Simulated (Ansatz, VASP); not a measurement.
P in VASP and in Ansatz

```
P
1.0
     4.27290    0.00000    0.00000
     0.00000    4.27290    0.00000
     0.00000    0.00000    4.37800
P
1
Direct
  0.00000 0.00000 0.00000
```

Alike in both runs: task single point; functional LDA; k mesh 8 × 8 × 8; occupations fermi-dirac, width 0.03 eV; no spin polarisation.

|  | VASP | Ansatz |
| --- | --- | --- |
| version | VASP 6.6.1 | Ansatz 0.2.0 |
| potentials or method | VASP PAW LDA potentials, release 64 (P), cutoff 520 eV | all-electron LAPW, scalar-relativistic |

|  | VASP | Ansatz | Ansatz less VASP |
| --- | --- | --- | --- |
| pressure (GPa) | -4.1 | -4.1 | +0.01 |
| largest component of the traceless stress (GPa) | 0.27 | 0.27 | 0.000 |

Ansatz ran all-electron here, so the differences hold the error of VASP's frozen core and of both bases.
